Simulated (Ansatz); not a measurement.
# HfO2 (P2_1/c): the host for defect calculations

Aim: the runs on the perfect crystal HfO2 (P2_1/c) that a defect calculation needs first.

Main program and level: Ansatz 0.2.0; plane-wave PAW DFT, r2SCAN; relaxation of the host's cell and atoms; PAW set soft_1, in the first sound run; inputs show where later runs differ.

## Step 1: Starting point

Symmetry: P2_1/c, No. 14, monoclinic system. The conventional cell has a = 5.094 Å, b = 5.151 Å, c = 5.276 Å, α = 90.00°, β = 99.56°, γ = 90.00°. Nearest to Hf lie 7 O at 2.03 to 2.24 Å. Nearest to O lie 4 Hf at 2.13 to 2.24 Å. O has 3 Hf at 2.03 to 2.13 Å nearest. Farther neighbours and most contacts between anions are not listed.

## Step 2: Host cell relaxation

Cell and atoms are relaxed together, until forces and stress fall under their thresholds.

Contents of cell/input.yaml:

```yaml
crystal:
  lattice:
    - [5.094175, 0.0, 0.0]
    - [0.0, 5.1506447, 0.0]
    - [-0.876169, 0.0, 5.2029535]
  atoms:
    - { symbol: Hf, position: [0.27613578, 0.45806468, 0.70790733] }
    - { symbol: Hf, position: [0.72386422, 0.95806468, 0.79209267] }
    - { symbol: Hf, position: [0.72386422, 0.54193532, 0.29209267] }
    - { symbol: Hf, position: [0.27613578, 0.04193532, 0.20790733] }
    - { symbol: O, position: [0.44799782, 0.74252595, 0.97857799] }
    - { symbol: O, position: [0.55200218, 0.24252595, 0.52142201] }
    - { symbol: O, position: [0.55200218, 0.25747405, 0.02142201] }
    - { symbol: O, position: [0.44799782, 0.75747405, 0.47857799] }
    - { symbol: O, position: [0.06836078, 0.33075888, 0.34625278] }
    - { symbol: O, position: [0.93163922, 0.83075888, 0.15374722] }
    - { symbol: O, position: [0.93163922, 0.66924112, 0.65374722] }
    - { symbol: O, position: [0.06836078, 0.16924112, 0.84625278] }
basis:
  ecutwfc: 500
  xc_grid: 2
hamiltonian:
  xc: r2scan
  pseudopotentials: { kind: paw, azcp: { folder: soft_1 } }
kpoints:
  mp_grid: { grid: [6, 6, 6] }
scf:
  occupations: { method: fixed }
  max_iter: 100
relax:
  f_tol: 0.005
  max_steps: 60
  cell: {}
output:
  forces: true
  stress: true
checkpoint:
  write: "../cell.run"
  compress: false
  write_wavefunctions: false
  write_every: 100000
```

Command:

```sh
> ansatz run input.yaml --threads 32 --pin off --max-ram 131891MiB --backend cuda --events-out ev --progress --plain --runs-dir out
```

Numbers of over 12 decimals in the logs are rounded to 6 here.

Log:

```text
[... repeated set-up lines and file paths are left out, and long positions are rounded to six places ...]
Engine: ansatz 0.2.0, aarch64-unknown-linux-gnu
Pseudopotentials: kind: paw
Pseudopotential: Hf, paw, valence charge 26, recommended cutoff 500 eV (meta_gga), soft_1/Hf.paw.azcp
Pseudopotential: O, paw, valence charge 6, recommended cutoff 500 eV (meta_gga), soft_1/O.paw.azcp
Functional definition: r2SCAN
  parameter k0 = 0.174
  parameter k1 = 0.065
  parameter a1 = 4.9479
  exchange = r2scan_x(k0 = k0, k1 = k1, a1 = a1)
  correlation = r2scan_c
[...]
Crystal: 12 atoms, lattice volume = 136.517 Å³
Basis set: ecut = 500 eV, 3489 PW (Γ), exchange–correlation on 80×80×80 points (8 copies of the dense FFT grid, shifted against one another)
Bands: 92, of which v1, the nominal top of the filled ones, is band 76 counted from 1 (75 counted from 0)
Symmetry: 4 space group operations
Space group: P21/c (ITA 14), of the structure as read, at distance tolerance 5.1e-5 Å
k-points: 80 of 216
Non-local potential: Hf, projectors of the file, l = 0: 3, l = 1: 2, l = 2: 2, l = 3: 3
Non-local potential: O, projectors of the file, l = 0: 2, l = 1: 2, l = 2: 1
PAW form: soft (Blöchl's): semilocal exchange-correlation on the pseudo side does not see the compensation charge
PAW frozen core: Hf, regenerated for the run's functional (the file was generated under x = pbe(κ = 0.804, μ = 0.219515), c = pbe(β = 0.066725))
PAW frozen core: O, regenerated for the run's functional (the file was generated under x = pbe(κ = 0.804, μ = 0.219515), c = pbe(β = 0.066725))
PAW one-centre angular grid: Hf, 974 points (default); XC on 224 Gauss nodes
PAW one-centre angular grid: O, 302 points (default); XC on 160 Gauss nodes
Initial density: superposition of atomic densities (chi_scale 0.1, normalization cell, long waves kept (reshape's long-wave potential 0.02 eV rms))
Initial wavefunctions: pseudopotential atomic-orbital guess
[...]
Functional: x = r2scan, c = r2scan; τ floored in thin density (d = 2e-4 eV/Å³)
SCF iter   1: F=—  HF=-67509.811983 eV  |Δ(HF+E_count)|=         —  Δρ=8.95e-2  dr2=8.56e0  dr2_τ=6.82e-1  Hψ=20890
preconditioner: auto → Resta (q_TF=auto, 2.778 Å⁻¹)  ε∞=4.5  [insulator: Δε(μ)=3.808 eV  Ē_g=20.262 eV  n_scr=48 (ndim 8)  ℏωp=38.1 eV  f_vac=0.007  ε∞_Penn≈4.5]
SCF iter   2: F=—  HF=-67508.844637 eV  |Δ(HF+E_count)|=   9.67e-1  Δρ=4.52e-2  dr2=2.42e0  dr2_τ=1.63e-1  Hψ=14689
[...]
SCF iter  11: F=-67508.610041 eV  HF=-67508.610041 eV  |Δ(HF+E_count)|=   6.67e-8  Δρ=3.16e-6  dr2=9.65e-9  dr2_τ=1.59e-9  Hψ=25924
SCF 1 converged in 11 iterations: F = -67508.610041 eV  dr2 = 9.65e-9
  greatest PAW one-centre occupation: 0.999 electrons in one spin orbital (limit 2), on the Hf atom at site 1 (counted from 0), in its partial waves of l = 3
relax step   1: F+E_penalty+E_count = -67508.61004110 eV  Δ(F+E_penalty+E_count) = +0.000e0 eV  max|allowed force component| = 8.328e-2 eV/Å  Δτ_max = 0.0000 Å  P = +3.856 GPa  Ω = 136.517 Å³  (11 SCF iters, dr2 threshold 1.00e-7 eV, accepted)
[... the SCF cycles and remarks between the steps are left out from here to the last step ...]
relax step   2: F+E_penalty+E_count = -67508.63164200 eV  Δ(F+E_penalty+E_count) = -2.160e-2 eV  max|allowed force component| = 2.830e-2 eV/Å  Δτ_max = 0.0036 Å  P = -0.763 GPa  Ω = 138.987 Å³  energy of the carried Pulay correction = -1.564e-3 eV  (7 SCF iters, dr2 threshold 1.20e-6 eV, accepted)
relax step   3: F+E_penalty+E_count = -67508.63301022 eV  Δ(F+E_penalty+E_count) = -1.368e-3 eV  max|allowed force component| = 2.207e-2 eV/Å  Δτ_max = 0.0031 Å  P = -0.063 GPa  Ω = 138.565 Å³  energy of the carried Pulay correction = -1.299e-3 eV  (5 SCF iters, dr2 threshold 1.20e-6 eV, accepted)
relax step   4: F+E_penalty+E_count = -67508.63325558 eV  Δ(F+E_penalty+E_count) = -2.454e-4 eV  max|allowed force component| = 7.352e-3 eV/Å  Δτ_max = 0.0014 Å  P = +0.052 GPa  Ω = 138.513 Å³  energy of the carried Pulay correction = -1.267e-3 eV  (5 SCF iters, dr2 threshold 1.24e-7 eV, accepted)
relax step   5: F+E_penalty+E_count = -67508.63340378 eV  Δ(F+E_penalty+E_count) = -1.482e-4 eV  max|allowed force component| = 6.172e-3 eV/Å  Δτ_max = 0.0054 Å  P = +0.030 GPa  Ω = 138.496 Å³  energy of the carried Pulay correction = -1.256e-3 eV  (6 SCF iters, dr2 threshold 2.52e-8 eV, accepted)
relax step   6: F+E_penalty+E_count = -67508.63358462 eV  Δ(F+E_penalty+E_count) = -1.808e-4 eV  max|allowed force component| = 1.846e-3 eV/Å  Δτ_max = 0.0097 Å  P = -0.003 GPa  Ω = 138.457 Å³  energy of the carried Pulay correction = -1.231e-3 eV  (7 SCF iters, dr2 threshold 8.54e-9 eV, accepted)
[...]
iter 1 solved again at ethr=2.71e-8 eV; its pass at ethr=3.10e-3 eV (dr2=4.12e-5 eV) is discarded
SCF iter   1: F=—  HF=-67508.634137 eV  |Δ(HF+E_count)|=         —  Δρ=6.46e-5  dr2=3.37e-7  dr2_τ=1.10e-6  Hψ=46508
[...]
SCF iter   2: F=—  HF=-67508.634750 eV  |Δ(HF+E_count)|=   6.13e-4  Δρ=3.33e-5  dr2=9.86e-8  dr2_τ=4.67e-7  Hψ=12273
SCF iter   3: F=—  HF=-67508.634752 eV  |Δ(HF+E_count)|=   1.89e-6  Δρ=5.43e-6  dr2=7.82e-9  dr2_τ=8.91e-9  Hψ=11358
SCF iter   4: F=—  HF=-67508.634752 eV  |Δ(HF+E_count)|=   2.29e-8  Δρ=1.00e-6  dr2=9.02e-10  dr2_τ=2.58e-10  Hψ=12638
SCF iter   5: F=—  HF=-67508.634752 eV  |Δ(HF+E_count)|=  3.35e-10  Δρ=4.41e-7  dr2=1.49e-10  dr2_τ=6.62e-11  Hψ=13587
SCF iter   6: F=-67508.634752 eV  HF=-67508.634752 eV  |Δ(HF+E_count)|=  2.47e-10  Δρ=2.38e-7  dr2=6.05e-11  dr2_τ=7.27e-12  Hψ=33236
SCF 7 converged in 6 iterations: F = -67508.634752 eV  dr2 = 6.05e-11
relax step   7: F+E_penalty+E_count = -67508.63475212 eV  Δ(F+E_penalty+E_count) = -1.167e-3 eV  max|allowed force component| = 1.858e-3 eV/Å  Δτ_max = 0.0000 Å  P = -0.010 GPa  Ω = 138.457 Å³  stress off target by 2.40e-2 GPa  SCF on the basis re-selected at this cell (its energy is not comparable with the rows above)  (6 SCF iters)
basis re-selected at this cell: Δ(F+E_penalty+E_count) = -1.167e-3 eV, ΔP = -0.008 GPa vs the last step (what re-selecting the basis moved, of the pressure what is left beyond the Pulay correction that the steps carried, after the strain that the cell walked [...]
SCF converged after 6 iterations
Free energy (F): -67508.634752 eV
Harris-Foulkes:  -67508.634752 eV  (|F-HF|=1.46e-11)
Internal energy: -67508.634752 eV  (E = F + TS)
E sigma→0 (E₀):  -67508.634752 eV
Fermi energy:    12.593726 eV
--- Per-component energies (eV) ---
  E_band       = -281.798795
  E_kinetic    = 2982.557633
  E_local      = -29581.005669  (includes V_loc(G=0)·N_el)
  E_nonlocal   = 659.181996
  E_hartree    = 14063.594500
  E_xc         = -1578.985213
  E_vxc        = -1943.338305  (∫ρ·V_xc dr)
  E_paw        = -32213.066501  (= ΣΔE_a)
  E_vpaw       = -633.930830  (= ΣTr[D̂ρ^β])
  E_aug_tail   = 0.002523  (compensation charges beyond the density's cutoff)
  E_vtau       = 107.544835  (kinetic-family band-sum trace: ∫τ·v_τ [+ j·A + Jᵃ·Aᵃ] dr)
  E_ewald      = -21841.944708
  E_core_change = 1.030687  (= ΣΔE_core)
  E_smearing   = -0.000000  (= −TS)
  E_closure    = -0.000000  (closes the sum)
  Σ components = -67508.634752   (vs F -67508.634752, Δ=0.00e0)
--- Forces (eV/Å), atoms counted from 1 ---
  atom   1  Hf     0.00116126    -0.00064628     0.00007925
  atom   2  Hf    -0.00116126    -0.00064628    -0.00007925
  atom   3  Hf    -0.00116126     0.00064628    -0.00007925
  atom   4  Hf     0.00116126     0.00064628     0.00007925
  atom   5  O      0.00005396    -0.00060932    -0.00029508
  atom   6  O     -0.00005396    -0.00060932     0.00029508
  [... 6 more lines of this table ...]
  max |Σ_I F_I| component: 4.34e-19 eV/Å
--- Stress (GPa, compression-positive) ---
       -0.018105       0.000000      -0.008184
        0.000000      -0.000043       0.000000
       -0.008172       0.000000      -0.012551
  P = ⅓ Tr σ = -0.0102 GPa (-0.102 kbar)
--- Band table (eV; the first three rows and the last of 80) ---
  k-point 0: bands = ["-49.3751", "-49.3545", "-49.3513", "-49.3505", "-17.7686", "-17.7371", "-17.7138", "-17.5115", "-17.4375", [... rest cut ...]
  k-point 1: bands = ["-49.3737", "-49.3555", "-49.3513", "-49.3509", "-17.7500", "-17.7080", "-17.6994", "-17.5303", "-17.4590", [... rest cut ...]
--- Relaxed structure (6 steps of the walk, 6 accepted, 1 SCFs on fresh bases) ---
  F+E_penalty+E_count = -67508.63475212 eV   max|allowed force component| = 1.858e-3 eV/Å   (the final SCF, on the basis selected at the relaxed cell)
  cell:  # Å, volume = 138.4568 Å³
    - [5.114725, 0.0, 0.00439096]
    - [0.0, 5.181314, 0.0]
    - [-0.875219, 0.0, 5.223838]
  atoms:
    - { symbol: Hf, position: [0.276177, 0.458173, 0.708261] }
    - { symbol: Hf, position: [0.723823, 0.958173, 0.791739] }
    - { symbol: Hf, position: [0.723823, 0.541827, 0.291739] }
    - { symbol: Hf, position: [0.276177, 0.041827, 0.208261] }
    - { symbol: O, position: [0.447997, 0.742372, 0.978422] }
    - { symbol: O, position: [0.552003, 0.242372, 0.521578] }
  [... 6 more lines of this table ...]
```

Elapsed: 7 s, on 1 × NVIDIA GB200 with 32 threads of Arm Neoverse V2, shared host; peak memory 1.2 GiB.

Relaxation path:

```tsv
step	energy less that of the first step (eV)	largest force component (eV/Å)	pressure (GPa)	volume (Å³)
1	0.0000	0.0833	3.86	136.52
2	-0.0216	0.0283	-0.76	138.99
3	-0.0230	0.0221	-0.06	138.56
4	-0.0232	0.0074	0.05	138.51
5	-0.0234	0.0062	0.03	138.50
6	-0.0235	0.0018	0.00	138.46
7*	-0.0247	0.0019	-0.01	138.46
```

Relaxation steps marked * repeat the geometry before them on a plane-wave basis chosen anew for their cell, so energy and pressure can jump there.

The run keeps the 4 symmetry operations that it works with, so distortions that break them were not tested.

```tsv
cell as run	before	after	change
a (Å)	5.094	5.115	+0.4 %
b (Å)	5.151	5.181	+0.6 %
c (Å)	5.276	5.297	+0.4 %
β (°)	99.56	99.46	-0.1 %
volume (Å³/atom)	11.38	11.54	+1.4 %
```

The atoms that moved most (Å, as changes of fractional coordinates times the final cell):

```tsv
atom	dx	dy	dz	length
O9	0.010	0.014	-0.010	0.020
O10	-0.010	0.014	0.010	0.020
O12	0.010	-0.014	-0.010	0.020
O11	-0.010	-0.014	0.010	0.020
```

This step gave:

```yaml
pressure: -0.01023 GPa
```

The relaxation ends with a largest force component of 0.0019 eV/Å and a pressure of -0.01 GPa.

## Step 3: Dielectric tensors of the host

The response to a uniform electric field gives the electronic dielectric tensor.

This step: plane-wave PAW DFPT, PBEsol; dielectric tensors, Born charges and zone-centre modes of the host; PAW set soft_1 (Ansatz 0.2.0).

Contents of eps/input.yaml:

```yaml
crystal:
  lattice:
    - [5.1147252449, 0.0, 0.0043909604]
    - [0.0, 5.1813143374, 0.0]
    - [-0.8752188019, 0.0, 5.2238375711]
  atoms:
    - { symbol: Hf, position: [0.2761773384, 0.4581728403, 0.7082614185] }
    - { symbol: Hf, position: [0.7238226616, 0.9581728403, 0.7917385815] }
    - { symbol: Hf, position: [0.7238226616, 0.5418271597, 0.2917385815] }
    - { symbol: Hf, position: [0.2761773384, 0.0418271597, 0.2082614185] }
    - { symbol: O, position: [0.4479969725, 0.7423715742, 0.9784219222] }
    - { symbol: O, position: [0.5520030275, 0.2423715742, 0.5215780778] }
    - { symbol: O, position: [0.5520030275, 0.2576284258, 0.0215780778] }
    - { symbol: O, position: [0.4479969725, 0.7576284258, 0.4784219222] }
    - { symbol: O, position: [0.0699426689, 0.3334753591, 0.3442632163] }
    - { symbol: O, position: [0.9300573311, 0.8334753591, 0.1557367837] }
    - { symbol: O, position: [0.9300573311, 0.6665246409, 0.6557367837] }
    - { symbol: O, position: [0.0699426689, 0.1665246409, 0.8442632163] }
basis:
  ecutwfc: 420
hamiltonian:
  xc: pbesol
  pseudopotentials: { kind: paw, azcp: { folder: soft_1 }, xc_functional: pbe }
kpoints:
  mp_grid: { grid: [5, 5, 5] }
scf:
  occupations: { method: fixed }
  max_iter: 100
phonons:
  method: dfpt
  dielectric: true
  rigid_motions: translations
```

Log:

```text
[...]
Crystal: 12 atoms, lattice volume = 138.457 Å³
Basis set: ecut = 420 eV, 2703 PW (Γ), exchange–correlation on 72×72×72 points (8 copies of the dense FFT grid, shifted against one another)
Bands: 92, of which v1, the nominal top of the filled ones, is band 76 counted from 1 (75 counted from 0)
Symmetry: 4 space group operations
k-points: 63 of 125 (irreducible under 1 space group operation, time reversal used)
[...]
SCF iter   1: F=—  HF=-66907.247310 eV  |Δ(HF+E_count)|=         —  Δρ=9.31e-2  dr2=9.73e0  Hψ=16602
[...]
SCF iter   2: F=—  HF=-66905.007605 eV  |Δ(HF+E_count)|=    2.24e0  Δρ=4.13e-2  dr2=2.20e0  Hψ=11534
[...]
SCF iter  14: F=-66904.251193 eV  HF=-66904.251193 eV  |Δ(HF+E_count)|=  2.91e-11  Δρ=1.45e-7  dr2=2.06e-11  Hψ=42076
SCF 1 converged in 14 iterations: F = -66904.251193 eV  dr2 = 2.06e-11
[...]
the response reads at least the filled bands of the reference SCF and the lowest empty band at each k-point, and that SCF's band table does not vouch for those bands. The notice of the band table in this run's record says why
[...]
NSCF: frozen V_eff on 1 k-points
[...]
concurrent solve slots: 20 of 32 are kept, ahead of what memory takes: no pass of the eigensolver takes more rounds on 20
[...]
DFPT response loops at q = (0, 0, 0) (fractional): preconditioner auto → Resta (q_TF=auto, 2.771 Å⁻¹)  ε∞=3.9 (no band partly filled); β = 1.00, the filter's whole step (`scf.mixing.beta` (0.50) is not read by the response loops at its default; [...]
[...]
DFPT response loops at Γ: preconditioner auto → Resta (q_TF=auto, 2.771 Å⁻¹)  ε∞=3.9 (no band partly filled); β = 1.00, the filter's whole step (`scf.mixing.beta` (0.50) is not read by the response loops at its default; [...]
[...]
SCF 1 converged in 5 iterations: F = -66903.964366 eV  dr2 = 8.75e-8
[...]
SCF converged after 14 iterations
[...]
241.54      1             0.7977
        247.25      1             0.0000
        247.29      1            18.1994
        303.83      1            65.5842
        313.95      1             0.0000
        321.50      1            26.9193
        322.73      1             0.0000
        331.45      1            32.6768
        367.87      1             0.0000
        377.18      1            40.1051
        381.26      1             0.0000
        395.31      1            31.4854
        476.12      1             0.0000
        485.94      1            13.4648
        494.03      1            20.3908
        496.58      1             0.0000
        529.34      1             0.0000
        551.73      1             0.0000
        584.09      1            13.1376
        610.53      1             0.0000
        633.71      1             0.0428
        645.60      1             0.0000
        711.45      1            15.2501
        750.17      1             0.0000
  optical modes at Γ + LO–TO along q̂ = [1.0000, 0.0000, 0.0000]:
      ω (cm⁻¹)  modes    IR ((D/Å)²/amu)
        113.00      1             0.0000
        124.94      1             0.0000
        126.26      1             0.0725
        126.81      1             0.0000
        142.63      1             0.0000
        160.35      1             0.0000
        176.68      1             1.1864
        235.06      1             0.0000
        238.35      1             2.8120
        242.34      1             3.0668
        247.25      1             0.0000
        247.29      1            18.1994
        313.95      1             0.0000
        321.49      1            26.2678
        322.73      1             0.0000
        331.45      1            32.6768
[...]
optical modes at Γ + LO–TO along q̂ = [0.0000, 1.0000, 0.0000]:
      ω (cm⁻¹)  modes    IR ((D/Å)²/amu)
[...]
optical modes at Γ + LO–TO along q̂ = [0.0000, 0.0000, 1.0000]:
      ω (cm⁻¹)  modes    IR ((D/Å)²/amu)
[...]
485.94      1            13.4648
        487.28      1            19.8982
        496.58      1             0.0000
        529.34      1             0.0000
        551.73      1             0.0000
        584.09      1            13.1376
        610.53      1             0.0000
        626.61      1            77.2964
        633.71      1             0.0428
        645.60      1             0.0000
        713.69      1            17.6748
        750.17      1             0.0000
```

Elapsed: 18 s, on 1 × NVIDIA GB200 with 32 threads; peak memory 4.5 GiB.

Electronic dielectric tensor:

```
5.04 0.00 0.14
0.00 5.06 0.00
0.14 0.00 4.74
```

Static dielectric tensor:

```
21.35  0.00  1.58
 0.00 19.46  0.00
 1.58  0.00 15.71
```

The principal values of the electronic dielectric tensor are 4.68, 5.06 and 5.09. The principal values of the static dielectric tensor are 15.30, 19.46 and 21.76.

(Continued in part 2 of 2.)

[Logs are printed without paths, hosts, clocks, repeated set-up lines and the standing remarks that a program may print on its own settings, such as how far it seeks lower states.]

[Hosts, paths, dates, database ids (printed as entryN), source tags and the programs' standing remarks are cut or masked in the printed files.]

[Runs of the host that timed out are not shown.]

[For some hosts the program warned that the k-mesh of the response run may be too coarse for force constants and the static dielectric constant; such warnings are not always shown.]
